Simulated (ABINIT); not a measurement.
# TaAs (I4_1md) in ABINIT: single point with PBEsol

Aim: the single point of TaAs with PBEsol.

Everything below comes from runs of ABINIT 10.8.3 (patched build). Logs are shortened: lines on timing, memory, paths and dates and some standing lists are left out, and cuts for length are marked. The log counts tension as positive stress, the text compression.

## 1. The undisturbed crystal

The structure is tetragonal, space group I4_1md (No. 109). Conventional cell: a = 3.444 Å, b = 3.444 Å, c = 11.736 Å, α = 90.00°, β = 90.00°, γ = 90.00°. Ta (site symmetry 2mm) has 6 As at 2.61 to 2.62 Å as nearest neighbours. As (site symmetry 2mm) is surrounded by 6 Ta at 2.61 to 2.62 Å.

The cell is a database's computed one.

## 2. Single point, PBEsol (atoms moved at random, drawn with an rms of 0.05 Å)

File run.abi:

```
pp_dirpath "./"
pseudos "Ta.GGA_PBE-JTH.xml, As.GGA_PBE-JTH.xml"

acell 6.3531110788 6.3531110788 6.3531110788 Angstrom
rprim
    -0.2710189293     0.2710189293     0.9236327625
     0.2710189293    -0.2710189293     0.9236327625
     0.2710189293     0.2710189293    -0.9236327625
ntypat 2
znucl 73 33
natom 4
typat 1 1 2 2
xred
     0.4936280000     0.4864280000    -0.0155190000
     0.2412130000     0.7492350000     0.4944120000
     0.0873090000     0.0729900000    -0.0013210000
     0.8254400000     0.3228480000     0.4874140000
chkprim 0
chksymtnons 0
tolsym 1.0e-6

ecut 517.016339 eV
pawecutdg 38.0
pawxcdev 0

kptopt 1
ngkpt 11 11 11
nshiftk 1
shiftk 0.0 0.0 0.0

ixc -116133

nband 34
occopt 3
tsmear 0.05 eV

nstep 100
tolvrs 1.0e-9

iomode 3
prtwf 0
prtden 0
prteig 0
prtebands 0
enunit 1
```

Potentials or basis: JTH PAW PBE v2.0.

Started as:

```sh
> mpirun --bind-to none -np 4 abinit run.abi > log 2>&1
```

run.abo:

```text
.Version 10.8.3 of ABINIT
 Symmetries : space group P1 (#  1); Bravais aP (primitive triclinic)
================================================================================
 Values of the parameters that define the memory need of the present run
     intxc =       0    ionmov =       0      iscf =      17    lmnmax =      18
     lnmax =       6     mgfft =      48  mpssoang =       3    mqgrid =    3001
     natom =       4  nloc_mem =       2    nspden =       1   nspinor =       1
    nsppol =       1      nsym =       1    n1xccc =       1    ntypat =       2
    occopt =       3   xclevel =       2
       mpw =        1883          nfft =      110592          nkpt =         666
Pmy_natom=         1
 PAW method is used; the additional fine FFT grid is defined by:
   mgfftf=        72    nfftf =    373248
================================================================================
================================================================================

--------------------------------------------------------------------------------
------------- Echo of variables that govern the present computation ------------
--------------------------------------------------------------------------------
 -outvars: echo values of preprocessed input variables --------
            acell      1.2005639986E+01  1.2005639986E+01  1.2005639986E+01 Bohr
              amu      1.80947900E+02  7.49215900E+01
          chkprim           0
      chksymtnons           0
             ecut      1.90000000E+01 Hartree
           enunit           1
                       outvar_i_n : Printing only first  50 k-points.
              ixc     -116133
                       outvar_i_n : Printing only first  50 k-points.
         kptrlatt       11    0    0      0   11    0      0    0   11
          kptrlen      7.15826253E+01
            natom           4
            nband          34
            ngfft          48      48      48
          ngfftdg          72      72      72
             nkpt         666
            nstep         100
             nsym           1
           ntypat           2
                       prtocc : prtvol=0, do not print more k-points.
           occopt           3
        pawecutdg      3.80000000E+01 Hartree
         pawxcdev           0
           prtden           0
        prtebands           0
           prteig           0
            prtwf           0
            rprim     -2.7101892930E-01  2.7101892930E-01  9.2363276250E-01
                       2.7101892930E-01 -2.7101892930E-01  9.2363276250E-01
                       2.7101892930E-01  2.7101892930E-01 -9.2363276250E-01
          spgroup           1
           tolsym      1.00000000E-06
           tolvrs      1.00000000E-09
           tsmear      1.83746611E-03 Hartree
            typat      1  1  2  2
           useylm           1
                       outvars : Printing only first  50 k-points.
           xangst     -3.9117877778E-02 -1.4323765361E-02  5.8419758949E+00
                       1.7260042560E+00 -2.3433879861E-02  2.9107102478E+00
                      -2.6929160986E-02  2.2380130083E-02  9.4837671108E-01
                      -2.6133683213E-02  1.7046055596E+00  3.8779699948E+00
            xcart     -7.3922075627E-02 -2.7067993624E-02  1.1039734475E+01
                       3.2616753360E+00 -4.4283615005E-02  5.5004452003E+00
                      -5.0888739065E-02  4.2292316519E-02  1.7921722481E+00
                      -4.9385503934E-02  3.2212376603E+00  7.3283012146E+00
             xred      4.9362800000E-01  4.8642800000E-01 -1.5519000000E-02
                       2.4121300000E-01  7.4923500000E-01  4.9441200000E-01
                       8.7309000000E-02  7.2990000000E-02 -1.3210000000E-03
                       8.2544000000E-01  3.2284800000E-01  4.8741400000E-01
            znucl       73.00000   33.00000

================================================================================

 chkinp: Checking input parameters for consistency.

================================================================================
== DATASET  1 ==================================================================

--- !DatasetInfo
iteration_state: {dtset: 1, }
dimensions: {natom: 4, nkpt: 666, mband: 34, nsppol: 1, nspinor: 1, nspden: 1, mpw: 1883, }
cutoff_energies: {ecut:  19.0, pawecutdg:  38.0, }
electrons: {nelect:   5.60000000E+01, charge:   0.00000000E+00, occopt:   3.00000000E+00, tsmear:   1.83746611E-03, }
meta: {optdriver: 0, ionmov: 0, optcell: 0, iscf: 17, paral_kgb: 0, }
...

 Real(R)+Recip(G) space primitive vectors, cartesian coordinates (Bohr,Bohr^-1):
 R(1)= -3.2537557  3.2537557 11.0888024  G(1)=  0.0000000  0.1536686  0.0450905
 R(2)=  3.2537557 -3.2537557 11.0888024  G(2)=  0.1536686  0.0000000  0.0450905
 R(3)=  3.2537557  3.2537557-11.0888024  G(3)=  0.1536686  0.1536686  0.0000000
[... 93 lines left out ...]
- [  8.2544E-01,   3.2285E-01,   4.8741E-01, As]
cartesian_forces: # hartree/bohr
- [  3.85509975E-03,   5.53792839E-03,   7.00089268E-04, ]
- [ -9.73865367E-03,   1.96217249E-03,   1.72762686E-04, ]
- [  9.08120221E-04,  -7.35944368E-03,  -1.14707564E-03, ]
- [  4.97543370E-03,  -1.40657204E-04,   2.74223682E-04, ]
force_length_stats: {min:   4.98496977E-03, max:   9.93586147E-03, mean:   7.30203377E-03, }
...

 Integrated electronic density in atomic spheres:
 ------------------------------------------------
 Atom  Sphere_radius  Integrated_density
    1        2.41973         10.55751804
    2        2.41973         10.56161609
    3        2.10392         12.81188317
    4        2.10392         12.81465411

================================================================================

 ----iterations are completed or convergence reached----

 Mean square residual over all n,k,spin=   14.353E-08; max=  36.657E-05
 reduced coordinates (array xred) for    4 atoms
       0.493628000000      0.486428000000     -0.015519000000
       0.241213000000      0.749235000000      0.494412000000
       0.087309000000      0.072990000000     -0.001321000000
       0.825440000000      0.322848000000      0.487414000000
 rms dE/dt=  2.4015E-02; max dE/dt=  3.9750E-02; dE/dt below (all hartree)
    1      -0.013109336348     -0.002187944612     -0.022921698830
    2      -0.039858032546      0.036255592167      0.027096269612
    3       0.039749656703     -0.014081244318      0.008149103726
    4       0.013735026186     -0.019587628448     -0.012812600935

 cartesian coordinates (angstrom) at end:
    1     -0.03911787777810    -0.01432376536098     5.84197589488380
    2      1.72600425602418    -0.02343387986091     2.91071024784128
    3     -0.02692916098638     0.02238013008318     0.94837671107764
    4     -0.02613368321299     1.70460555955751     3.87796999478235

 cartesian forces (hartree/bohr) at end:
    1      0.00385509975031     0.00553792838976     0.00070008926842
    2     -0.00973865367218     0.00196217248997     0.00017276268560
    3      0.00090812022123    -0.00735944367541    -0.00114707563590
    4      0.00497543370065    -0.00014065720432     0.00027422368187
 frms,max,avg= 4.3387183E-03 9.7386537E-03   3.463E-06 -1.091E-06 -1.033E-05 h/b

 cartesian forces (eV/Angstrom) at end:
    1      0.19823719962270     0.28477172753031     0.03600003762465
    2     -0.50078170659925     0.10089896624804     0.00888381448241
    3      0.04669741932422    -0.37843780952168    -0.05898500078955
    4      0.25584708765234    -0.00723288425667     0.01410114868249
 frms,max,avg= 2.2310586E-01 5.0078171E-01   1.781E-04 -5.608E-05 -5.310E-04 e/A
 length scales= 12.005639986403 12.005639986403 12.005639986403 bohr
              =  6.353111078800  6.353111078800  6.353111078800 angstroms
 Fermi (or HOMO) energy (eV) =   5.11213   Average Vxc (eV)= -11.87400
 Eigenvalues (   eV  ) for nkpt= 666  k points:
 kpt#   1, nband= 34, wtk=  0.00075, kpt=  0.0000  0.0000  0.0000 (reduced coord)
 -63.25413  -63.24408  -30.55329  -30.55217  -30.52293  -30.51643  -30.50600  -30.50399
 -30.50037  -30.49793  -30.49600  -30.49146  -29.80633  -29.73905  -29.73700  -29.61358
 -29.61248  -29.55893   -8.89107   -6.38415   -1.87478    1.98529    2.63087    2.64552
   2.76667    3.13452    3.49317    3.51593    6.03928    6.69208    7.42381    8.15871
   8.23607    8.51393
 prteigrs : prtvol=0 or 1, do not print more k-points.

--- !EnergyTerms
iteration_state     : {dtset: 1, }
comment             : Components of total free energy in Hartree
kinetic             :  2.00908096833331E+01
hartree             :  7.62348825599229E+01
xc                  : -2.05615730490085E+01
Ewald energy        : -2.27811835435567E+02
psp_core            :  2.39329142656311E+01
local_psp           : -1.81398713670245E+02
PAW spherical_terms : -3.63226382585058E+01
internal            : -3.45836153904440E+02
'-kT*entropy'       : -1.67921689925707E-04
total_energy        : -3.45836321826130E+02
total_energy_eV     : -9.41068573110021E+03
...

--- !EnergyTermsDC
iteration_state     : {dtset: 1, }
comment             : '"Double-counting" decomposition of free energy'
band_energy         : -4.48023873175186E+01
Ewald energy        : -2.27811835435567E+02
psp_core            :  2.39329142656311E+01
xc_dc               : -8.30590897513515E+01
PAW spherical_terms : -1.40957561526748E+01
internal            : -3.45836154391481E+02
'-kT*entropy'       : -1.67921689925707E-04
total_energy_dc     : -3.45836322313171E+02
total_energy_dc_eV  : -9.41068574435328E+03
...

--- !EnergyTermsWithPAWCore
iteration_state     : {dtset: 1, }
comment             : 'Components of total free energy, including PAW core contributions'
Total energy        : -3.57195479974367E+04
Total energy DC     : -3.57195479979237E+04
Total energy (eV)   : -9.71978417090107E+05
Total energy DC (eV): -9.71978417103360E+05
...

 Cartesian components of stress tensor (hartree/bohr^3)
  sigma(1 1)=  1.16215584E-04  sigma(3 2)=  2.79845778E-05
  sigma(2 2)=  1.16946077E-04  sigma(3 1)=  2.00549484E-05
  sigma(3 3)=  1.36660104E-04  sigma(2 1)= -9.29461590E-07

-Cartesian components of stress tensor (GPa)         [Pressure= -3.6268E+00 GPa]
- sigma(1 1)=  3.41918053E+00  sigma(3 2)=  8.23334704E-01
- sigma(2 2)=  3.44067239E+00  sigma(3 1)=  5.90036951E-01
- sigma(3 3)=  4.02067908E+00  sigma(2 1)= -2.73457041E-02

== END DATASET(S) ==============================================================
================================================================================

 -outvars: echo values of variables after computation  --------
            acell      1.2005639986E+01  1.2005639986E+01  1.2005639986E+01 Bohr
           etotal     -3.4583632231E+02
            fcart      3.8550997503E-03  5.5379283898E-03  7.0008926842E-04
                      -9.7386536722E-03  1.9621724900E-03  1.7276268560E-04
                       9.0812022123E-04 -7.3594436754E-03 -1.1470756359E-03
                       4.9754337007E-03 -1.4065720432E-04  2.7422368187E-04
            rprim     -2.7101892930E-01  2.7101892930E-01  9.2363276250E-01
                       2.7101892930E-01 -2.7101892930E-01  9.2363276250E-01
                       2.7101892930E-01  2.7101892930E-01 -9.2363276250E-01
           strten      1.1621558408E-04  1.1694607742E-04  1.3666010432E-04
                       2.7984577790E-05  2.0054948350E-05 -9.2946159011E-07
           xangst     -3.9117877778E-02 -1.4323765361E-02  5.8419758949E+00
                       1.7260042560E+00 -2.3433879861E-02  2.9107102478E+00
                      -2.6929160986E-02  2.2380130083E-02  9.4837671108E-01
                      -2.6133683213E-02  1.7046055596E+00  3.8779699948E+00
             xred      4.9362800000E-01  4.8642800000E-01 -1.5519000000E-02
                       2.4121300000E-01  7.4923500000E-01  4.9441200000E-01
                       8.7309000000E-02  7.2990000000E-02 -1.3210000000E-03
                       8.2544000000E-01  3.2284800000E-01  4.8741400000E-01
 Calculation completed.
```

Run time: 20 min. Hardware: 4 MPI ranks of Arm Neoverse V2, shared host; peak memory 1.8 GiB.

What came out:

```yaml
Free_energy: -9410.6857 eV
Pressure: -3.6 GPa
Largest_force: 0.511 eV/Å
Band_gap_on_the_k_mesh: none (metal or under the smearing width)
Valence_electrons_inside_the_program's_atomic_spheres: Ta 10.56; As 12.81
```

Forces in eV/Å, atoms in the order of the input:
```
Ta   0.198  0.285  0.036
Ta  -0.501  0.101  0.009
As   0.047 -0.378 -0.059
As   0.256 -0.007  0.014
```

Caveat: the PAW data sets were made with another functional, which shifts forces and pressure a little. Spin-orbit coupling is left out, which matters for the levels of Ta.
